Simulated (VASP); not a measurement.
# In (I4/mmm) in VASP: further runs, part 3 of 3

VASP 6.6.1. The steps go on from the part before.

**5. Relaxation of cell and atoms, RPBE**

This run uses another cell than the first one, of 26.14 Å³/atom, 1.062 times its volume.

INCAR reads:

```
SYSTEM = In
ALGO = Normal
EDIFF = 1E-6
EDIFFG = -0.01
ENCUT = 600
GGA = RP
IBRION = 2
ISIF = 3
ISMEAR = 1
LASPH = .True.
LCHARG = .False.
LREAL = .False.
LWAVE = .False.
NELM = 80
NSW = 90
PREC = Accurate
SIGMA = 0.1
```

KPOINTS reads:

```
k-points
0
Gamma
  16 16 16
  0 0 0
```

POSCAR reads:

```
In
1.0
   -1.6254700000      1.6254700000      2.4737000000
    1.6254700000     -1.6254700000      2.4737000000
    1.6254700000      1.6254700000     -2.4737000000
In
1
Direct
    0.0000000000      0.0000000000      0.0000000000
```

Potentials or basis: VASP PAW PBE potentials, release 64 (In_d).

Run with:

```
$ cat potpaw_PBE.64/In_d/POTCAR > POTCAR
$ mpirun -np 1 vasp_std > vasp.out
```

OUTCAR:

```text
SYSTEM = In
   EDIFF = 1E-6
   EDIFFG = -0.01
   ENCUT = 600
   GGA = RP
   IBRION = 2
   ISIF = 3
   ISMEAR = 1
   LASPH = .True.
   LREAL = .False.
   NELM = 80
   NSW = 90
   PREC = Accurate

 ion  position               nearest neighbor table
   1  0.000  0.000  0.000-

  LATTYP: Found a body centered tetragonal cell.
 ALAT       =     3.2509400000
 C/A-ratio  =     1.5218367611

  Lattice vectors:

 A1 = (  -1.6254700000,   1.6254700000,   2.4737000000)
 A2 = (   1.6254700000,  -1.6254700000,   2.4737000000)
 A3 = (   1.6254700000,   1.6254700000,  -2.4737000000)

Analysis of symmetry for initial positions (statically):
=====================================================================
 Subroutine PRICEL returns:
 Original cell was already a primitive cell.

 Routine SETGRP: Setting up the symmetry group for a
 body centered tetragonal supercell.

 Subroutine GETGRP returns: Found 16 space group operations
 (whereof 16 operations were pure point group operations)
 out of a pool of 16 trial point group operations.

The static configuration has the point symmetry D_4h.

Analysis of symmetry for dynamics (positions and initial velocities):
=====================================================================
 Subroutine PRICEL returns:
 Original cell was already a primitive cell.

 Routine SETGRP: Setting up the symmetry group for a
 body centered tetragonal supercell.

 Subroutine GETGRP returns: Found 16 space group operations
 (whereof 16 operations were pure point group operations)
 out of a pool of 16 trial point group operations.

The dynamic configuration has the point symmetry D_4h.

 Subroutine INISYM returns: Found 16 space group operations
 (whereof 16 operations are pure point group operations),
 and found     1 'primitive' translations

----------------------------------------------------------------------------------------

                                     Primitive cell

  volume of cell :      26.1436

  direct lattice vectors                    reciprocal lattice vectors
[... 95 lines left out ...]
   PSTRESS=    0.0 pullay stress
   NELECT =      13.0000    total number of electrons
   NUPDOWN=      -1.0000    fix difference up-down
   EMIN   =  10.00;   EMAX   =-10.00  energy-range for DOS
   EFERMI =   0.00;   METHOD = LEGACY
   ISMEAR =     1;   SIGMA  =   0.10  broadening in eV -4-tet -1-fermi 0-gaus
   EFERMI_NEDOS =   21; number of points for ismear=-14 and -15
   IALGO  =     38    algorithm
   IMIX   =      4    mixing-type and parameters
     AMIX     =   0.40;   BMIX     =  1.00
     AMIX_MAG =   1.60;   BMIX_MAG =  1.00
  volume/ion in A,a.u.               =      26.14       176.43
  Fermi-wavevector in a.u.,A,eV,Ry     =   1.296983  2.450943 22.887245  1.682165
  Thomas-Fermi vector in A             =   2.428405
   LORBIT       =      0    0 simple, 1 ext, 2 COOP (PROOUT), +10 PAW based schemes
   GGA     = RP    functional components
   LHFCALC =     F    Hartree Fock is set to
   AEXX    =    0.0000 exact exchange contribution
   IVDW    =     0    specifies the selected vdW correction
   LEPSILON=     F    determine dielectric tensor
   LRPA    =     F    only Hartree local field effects (RPA)
 conjugate gradient relaxation of ions
 non-spin polarized calculation
 Methfessel and Paxton  Order N= 1 SIGMA  =   0.10
  energy-cutoff  :      600.00
  volume of cell :       26.14
 maximum number of plane-waves:       901
   NGX = 13   NGY = 13   NGZ = 13

--------------------------------------- Ionic step        1  -------------------------------------------

 number of electron      13.0000006 magnetization

 Free energy of the ion-electron system (eV)
  ---------------------------------------------------
  ext. energy  EPLUGINS =         0.00000000
  ---------------------------------------------------
  free energy    TOTEN  =        -2.17066391 eV

  energy without entropy =       -2.17088487  energy(sigma->0) =       -2.17073757

 E-fermi :   7.7217     XC(G=0): -10.1610

 val. band max:        7.7182057531   @ k =  -0.2500  -0.4375   0.1875
 cond. band min:       7.7269772009   @ k =  -0.3750   0.3750   0.2500
 fundamental gap:      0.0087714478
 Fermi energy:         7.7216960304

 k-point     1 :       0.0000    0.0000    0.0000
  band No.  band energies     occupation
      1      -7.0979      2.00000
      2      -6.9933      2.00000
      3      -6.9933      2.00000
      4      -6.9135      2.00000
      5      -6.8099      2.00000
      6      -1.8733      2.00000
      7      18.2629      0.00000
      8      18.2629      0.00000
      9      18.4432      0.00000
     10      19.1820      0.00000
[... 543 lines left out ...]
--------------------------------------- Ionic step        8  -------------------------------------------

 number of electron      13.0000000 magnetization

 Free energy of the ion-electron system (eV)
  ---------------------------------------------------
  ext. energy  EPLUGINS =         0.00000000
  ---------------------------------------------------
  free energy    TOTEN  =        -2.19817165 eV

  energy without entropy =       -2.19823862  energy(sigma->0) =       -2.19819397

 E-fermi :   6.6509     XC(G=0):  -9.7148

 val. band max:        6.6440219349   @ k =  -0.3750  -0.3750   0.0625
 cond. band min:       6.6537409352   @ k =  -0.3125  -0.4375   0.1875
 fundamental gap:      0.0097190003
 Fermi energy:         6.6509147709

 k-point     1 :       0.0000    0.0000    0.0000
  band No.  band energies     occupation
      1      -8.0493      2.00000
      2      -7.9404      2.00000
      3      -7.9404      2.00000
      4      -7.9048      2.00000
      5      -7.7962      2.00000
      6      -2.2741      2.00000
      7      16.4000      0.00000
      8      16.4000      0.00000
      9      16.5407      0.00000
     10      17.9828      0.00000
[... 327 lines left out ...]
  FREE ENERGIE OF THE ION-ELECTRON SYSTEM (eV)
  ---------------------------------------------------
  free  energy   TOTEN  =        -2.1981716501 eV

  energy  without entropy=       -2.1982386180  energy(sigma->0) =       -2.19819397

 reached required accuracy - stopping structural energy minimisation
```

OSZICAR:

```text
N       E                     dE             d eps       ncg     rms          rms(c)
DAV:   1     0.741217034619E+02    0.74122E+02   -0.70543E+03  7016   0.180E+03
DAV:   2     0.709603252574E+00   -0.73412E+02   -0.72269E+02  7072   0.301E+02
[... 56 lines left out ...]
DAV:   1    -0.220669039516E+01   -0.89374E-02   -0.32524E-01  7978   0.643E+00    0.509E-01
DAV:   2    -0.220142056951E+01    0.52698E-02   -0.83439E-03  9792   0.178E+00    0.328E-01
DAV:   3    -0.219815260338E+01    0.32680E-02   -0.39366E-03  9360   0.187E+00    0.957E-02
DAV:   4    -0.219817406629E+01   -0.21463E-04   -0.39390E-04  7724   0.256E-01    0.876E-02
DAV:   5    -0.219817165350E+01    0.24128E-05   -0.31156E-05  9804   0.101E-01    0.119E-02
DAV:   6    -0.219817165015E+01    0.33492E-08   -0.63003E-07  4048   0.151E-02
   8 F= -.21981717E+01 E0= -.21981940E+01  d E =-.766670E-03
```

It took 2.9 min on 1 thread of Intel Xeon 6975P-C (Granite Rapids), shared host; peak memory 0.26 GiB.

What came out:

```
Free energy                            : -2.1982 eV
Relaxed volume                         : 28.75 Å³/atom
Relaxed cell                           : a = 3.502 Å, b = 3.502 Å, c = 3.502 Å, α = 123.23°, β = 123.23°, γ = 84.50°
Space group after relaxing (to 0.05 Å) : I4/mmm (No. 139)
Energy gained by relaxing              : 27.5 meV/atom
Ionic steps                            : 8
Pressure after relaxing                : 0.0 GPa
Band gap on the k mesh                 : none (metal or under the smearing width)
```

Step by step:
| step | energy change (eV) | largest force (eV/Å) | pressure (GPa) | volume (Å³) |
| --- | --- | --- | --- | --- |
| 1 | 0.0000 | 0.0000 | 3.63 | 26.14 |
| 2 | -0.0265 | 0.0000 | 0.30 | 28.45 |
| 3 | -0.0267 | 0.0000 | -0.01 | 28.73 |
| 4 | -0.0267 | 0.0000 | 0.11 | 28.67 |
| 5 | -0.0268 | 0.0000 | 0.02 | 28.68 |
| 6 | -0.0268 | 0.0000 | 0.05 | 28.69 |
| 7 | -0.0271 | 0.0000 | 0.05 | 28.71 |
| 8 | -0.0275 | 0.0000 | -0.01 | 28.75 |

Final structure:
```cif
data_structure
_symmetry_space_group_name_H-M 'P 1'
_symmetry_Int_Tables_number 1
_cell_length_a 3.5021
_cell_length_b 3.5021
_cell_length_c 3.5021
_cell_angle_alpha 123.225
_cell_angle_beta 123.225
_cell_angle_gamma 84.499
_cell_volume 28.75
loop_
_atom_site_label
_atom_site_type_symbol
_atom_site_fract_x
_atom_site_fract_y
_atom_site_fract_z
_atom_site_occupancy
In1 In 0.00000 0.00000 0.00000 1
```

Caveat: the PAW data sets were made with another functional, which shifts forces and pressure a little.

**6. Relaxation of cell and atoms, RPBE**

This run uses another cell than the first one, of 28.75 Å³/atom, 1.168 times its volume.

Edit INCAR of step 5 so:

```diff
@@ -2,4 +2,4 @@
 ALGO = Normal
-EDIFF = 1E-6
-EDIFFG = -0.01
+EDIFF = 1E-7
+EDIFFG = -0.005
 ENCUT = 600
```

KPOINTS is that of step 5.

POSCAR reads:

```
In                                      
1.0
   -1.6650031316      1.6650031316      2.5923204365
    1.6650031316     -1.6650031316      2.5923204365
    1.6650031316      1.6650031316     -2.5923204365
  In            
     1
Direct
     1.0000000000000000    0.0000000000000000    0.0000000000000000
```

Potentials or basis: VASP PAW PBE potentials, release 64 (In_d).

Run with:

```
$ cat potpaw_PBE.64/In_d/POTCAR > POTCAR
$ mpirun -np 1 vasp_std > vasp.out
```

Wall time 72 s (1 thread of Intel Xeon 6975P-C (Granite Rapids), shared host); peak memory 0.26 GiB.

The run converged. Its results:

```yaml
Free_energy: -2.1987 eV
Relaxed_volume: 28.74 Å³/atom
Relaxed_cell: a = 3.505 Å, b = 3.505 Å, c = 3.505 Å, α = 123.35°, β = 123.35°, γ = 84.29°
Space_group_after_relaxing_to_0.05_Å: I4/mmm (No. 139)
Energy_gained_by_relaxing: 0.0 meV/atom
Ionic_steps: 3
Pressure_after_relaxing: 0.0 GPa
Band_gap_on_the_k_mesh: none (metal or under the smearing width)
```

Final structure:
```
CELL_PARAMETERS angstrom
-1.66292 1.66292 2.59855
1.66292 -1.66292 2.59855
1.66292 1.66292 -2.59855
ATOMIC_POSITIONS crystal
In 0.00000 0.00000 0.00000
```

Levels at points of the mesh, in eV from the Fermi level:
```tsv
k point	band 2	band 3	band 4	band 5	band 6	band 7	band 8	band 9	band 10
(0.00, 0.00, 0.00)	-14.59	-14.59	-14.56	-14.44	-8.92	9.75	9.75	9.89	11.34
(0.50, 0.00, 0.00)	-14.66	-14.57	-14.39	-14.36	-4.23	-3.00	6.70	8.75	10.31
(0.50, 0.50, 0.00)	-14.72	-14.39	-14.39	-14.29	-1.70	-1.61	3.18	3.78	6.42
(0.50, 0.50, 0.50)	-14.71	-14.37	-14.36	-14.36	-3.27	-2.49	4.73	4.73	7.90
```

Caveat: the PAW data sets were made with another functional, which shifts forces and pressure a little.

**7. Overview**

```csv
level,potentials or basis,gap on the mesh (eV),pressure (GPa),relaxed volume (Å³/atom)
LDA,"VASP PAW LDA potentials, release 64 (In_d)",none,0.0,-
PBEsol,"VASP PAW PBE potentials, release 64 (In_d)",none,0.0,25.54
RPBE,"VASP PAW PBE potentials, release 64 (In_d)",none,0.0,28.74
```

Alike in all rows: task relaxation of cell and atoms; no spin polarisation; cell relaxed; k mesh 16 × 16 × 16; cutoff (eV) 600; smearing methfessel-paxton 0.1 eV.

Caveats: the PAW data sets were made with another functional, which shifts forces and pressure a little (some runs); the relaxation stopped at its first step, so nothing moved (some runs).

Total energies depend on the potentials used, so only differences within one code and one set of settings carry meaning.
